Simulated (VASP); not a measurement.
Crystal: NaI.

```
Na I
1.0
     4.04054    0.00000    0.00000
     0.00000    4.04054    0.00000
     0.00000    0.00000    4.04054
Na I
1 1
Direct
  0.00000 0.00000 0.00000
  0.50000 0.50000 0.50000
```

The cell was built by a generator and needn't be a form met in nature.

Base run:

| Item | Value |
| --- | --- |
| Program | VASP 6.6.1 |
| Functional | HSE06 |
| Potentials or basis | VASP PAW PBE potentials, release 64 (Na_pv, I) |
| Cutoff | 520 eV |
| k mesh | 4 × 4 × 4 |
| Occupations | gaussian, width 0.01 eV |
| Spin | no spin polarisation |

Its results: band gap on the k mesh 3.22 eV, indirect (least direct gap 3.68 eV); pressure 0.2 GPa.

Q: The run is repeated on the same cell with these changes: functional from HSE06 to PBEsol. What comes out?

A: Band gap on the k mesh 2.19 eV, indirect (least direct gap 2.72 eV); pressure -0.4 GPa.

HSE06 gives the wider gap, since exact exchange removes part of the self-interaction.

Caveats: the PAW data sets were made with another functional, which shifts forces and pressure a little; spin-orbit coupling is left out, which moves the levels of the heavy elements.

A k mesh can miss the band edges.
